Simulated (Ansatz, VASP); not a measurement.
**V: VASP beside Ansatz**

The input INCAR:

```
PREC = Accurate
ENCUT = 520
EDIFF = 1E-6
ISMEAR = -1
SIGMA = 0.1
LREAL = F
LASPH = T
NELM = 80
ALGO = Normal
ISIF = 2
LWAVE = F
LCHARG = T
GGA = RE
LELF = T
LVHAR = T
NBANDS = 20
```

KPOINTS

```
regular mesh
0
Gamma
  15 15 8
```

Contents of POSCAR:

```
V
1.0
    2.6318171184      0.0000000000      0.0000000000
   -1.3159085592      2.2792204826      0.0000000000
    0.0000000000      0.0000000000      4.7048099934
V
2
Direct
    0.3333333333      0.6666666667      0.2500000000
    0.6666666667      0.3333333333      0.7500000000
```

Input for Ansatz:

```yaml
crystal:
  lattice:
    - [2.6318171184, 0.0, 0.0]
    - [-1.3159085592, 2.2792204826, 0.0]
    - [0.0, 0.0, 4.7048099934]
  atoms:
    - { symbol: V, position: [0.3333333333, 0.6666666667, 0.25] }
    - { symbol: V, position: [0.6666666667, 0.3333333333, 0.75] }
hamiltonian:
  xc: revpbe
  pseudopotentials:
    kind: paw
    azcp:
      V: "pseudopotentials/V.paw.azcp"
basis:
  ecutwfc: 420
  fft_grid_basis: typed
kpoints:
  mp_grid: { grid: [15, 15, 8], shift: [0, 0, 0] }
magnetization:
  spin_polarized: false
scf:
  occupations: { method: fermi_dirac, width: 0.1 }
  lower_state_search: "off"
output:
  stress: true
```

Alike in both runs: task single point; functional revPBE; k mesh 15 × 15 × 8; occupations fermi-dirac, width 0.1 eV; no spin polarisation.

|  | VASP | Ansatz |
| --- | --- | --- |
| version | VASP 6.6.1 | Ansatz 0.2.0 |
| potentials or method | VASP PAW PBE potentials, release 64 (V_sv) | plane waves (420 eV) with PAW, scalar-relativistic |
| plane-wave cutoff (eV) | 520 | 420 |
| valence electrons in the cell | 26 | 26 |

```csv
,VASP,Ansatz,Ansatz less VASP
pressure (GPa),0.3,0.0,-0.24
```

The functional is the same, so the differences come from potentials, cutoffs and numerics.

Caveats: the PAW data sets were made with another functional, which shifts forces and pressure a little (VASP).
